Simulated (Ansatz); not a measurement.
Two G0W0 runs on GeSe (Pnma).

The database entry behind the starting cell differs from later determinations by our own check (about 0.3 % short), so it need not match the best structure at ambient conditions.

```
Ge Se
1.0
    10.79000    0.00000    0.00000
     0.00000    3.82000    0.00000
     0.00000    0.00000    4.38000
Ge Se
4 4
Direct
  0.12100 0.75000 0.89400
  0.62100 0.75000 0.60600
  0.37900 0.25000 0.39400
  0.87900 0.25000 0.10600
  0.85200 0.75000 0.49700
  0.35200 0.75000 0.00300
  0.64800 0.25000 0.99700
  0.14800 0.25000 0.50300
```

The cell and positions come from the Crystallography Open Database and are kept as given unless a step says otherwise.

The first (Ansatz 0.2.0; start PBE with 40 % exact exchange, 2×4×4 mesh, 753 empty bands, screening to 150 eV, PAW set soft_1 files; 1 × NVIDIA H100 80GB HBM3 (shared by 6 runs) with 3 threads of AMD EPYC 7R13 (Zen 3), shared host) gave, on its mesh: starting gap 2.64 eV, G0W0 gap 1.68 eV, RPA ε∞ (mean) 8.06, 4.4 min.

Q: The second changes start from PBE with 40 % exact exchange to PBE with 90 % exact exchange. What does it give?

It gave: starting gap 5.34 eV, G0W0 gap 2.31 eV, RPA ε∞ (mean) 4.94, 6.1 min. The G0W0 gap moves by +0.63 eV, +2.70 eV from the start and −2.07 eV from the correction. Σc changes by −0.14 eV at the valence top and +0.23 eV at the conduction bottom, and Σx − Vxc between them by −2.44 eV.

Limits: not at the basis limit; no spin-orbit coupling; coarse k mesh.

[Paths, hosts, dates, memory and timing lines, banners, echoed tables and standing remarks are left out of the program output.]

[Logs are printed without paths, hosts, clocks, repeated set-up lines and the standing remarks that a program may print on its own settings, such as how far it seeks lower states.]

[Runs of the session that timed out or met a known fault of the program may be left out.]

[Cells called generated may have been cut or substituted from an entry of the Crystallography Open Database or the Materials Project.]

[Hosts, paths, dates, database ids (printed as entryN), source tags and the programs' standing remarks are cut or masked in the printed files.]
